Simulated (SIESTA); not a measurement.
Runs of SIESTA 5.4.2 on TiO2 (Anatase). The structure is tetragonal, space group I4_1/amd (No. 141). The conventional cell has a = 3.784 Å, b = 3.784 Å, c = 9.515 Å, α = 90.00°, β = 90.00°, γ = 90.00°. Around Ti (site symmetry -4m2) lie 6 O at 1.93 to 1.98 Å. O (site symmetry 2mm) is surrounded by 3 Ti at 1.93 to 1.98 Å. 

```csv
task,level,potentials or basis,k mesh,gap on the mesh (eV),pressure (GPa),largest force (eV/Å)
single point,AM05,"PseudoDojo 0.4 standard (PBEsol files), DZP (energy shift 0.003 Ry; two zetas on semicore shells)",6 × 6 × 6,2.01,3.4,(b)
band structure,PBE,"PseudoDojo 0.4 standard (PBE files), SZ (energy shift 0.003 Ry)",7 × 7 × 7,1.49,2.2,0.25
single point,RPBE,"PseudoDojo 0.4 standard (PBE files), DZP (energy shift 0.003 Ry; two zetas on semicore shells)",6 × 6 × 6,2.07,(a),0.25
single point,PBE,"PseudoDojo 0.4 standard (PBE files), DZP (energy shift 0.003 Ry; two zetas on semicore shells)",10 × 10 × 10,2.00,(d),0.20
single point,LDA,"PseudoDojo 0.4 standard (LDA files), DZP (energy shift 0.003 Ry; two zetas on semicore shells)",6 × 6 × 6,(c),-2.4,0.02
```

Alike in all rows: no spin polarisation; cell as given; smearing fermi-dirac 0.05 eV; grid cutoff 800 Ry; energy shift 0.003 Ry.

Q: Fill in the values left out.

A: (a) 13.0; (b) 0.06; (c) 1.96; (d) 9.1.

Caveats: the basis of atomic orbitals isn't converged, which shifts pressures, moduli and gaps; the potentials were made for another functional, which shifts forces and pressure (some runs); the basis has no polarisation orbitals (some runs).

A k mesh can miss the band edges.
